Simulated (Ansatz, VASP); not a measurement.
**Two plane-wave programs on SrO**

```
Sr O
1.0
     3.66637    0.00000    0.00000
    -1.83319    3.17517    0.00000
     0.00000    0.00000    6.39869
Sr O
2 2
Direct
  0.33333 0.66667 0.25433
  0.66667 0.33333 0.75433
  0.00000 0.00000 0.97629
  0.00000 0.00000 0.47629
```

Change from the starting cell: mode 8 frozen in at -0.148 Å, equal normal strain along x, y and z +0.0250.

Alike in both runs: task single point; functional PBE; k mesh 9 × 9 × 4; occupations gaussian, width 0.05 eV; no spin polarisation.

```csv
,VASP,Ansatz
version,VASP 6.6.1,Ansatz 0.2.0
potentials or method,"VASP PAW PBE potentials, release 64 (Sr_sv, O)","scalar-relativistic, plane waves, PAW"
plane-wave cutoff (eV),520,520
valence electrons in the cell,32,32
```

VASP gave:

* gap on the k mesh at the Fermi level (eV): 2.68
* least direct gap on the mesh (eV): 2.68
* pressure (GPa): -4.0
* largest component of the traceless stress (GPa): 0.36
* rms of the force components (eV/Å): 0.128

Problem. What did Ansatz give for the same quantities?

Solution. gap on the k mesh at the Fermi level (eV): 2.68; least direct gap on the mesh (eV): 2.68; pressure (GPa): -4.4; largest component of the traceless stress (GPa): 0.34; rms of the force components (eV/Å): 0.117.

Atom by atom the forces differ by 0.011 eV/Å (rms over components).
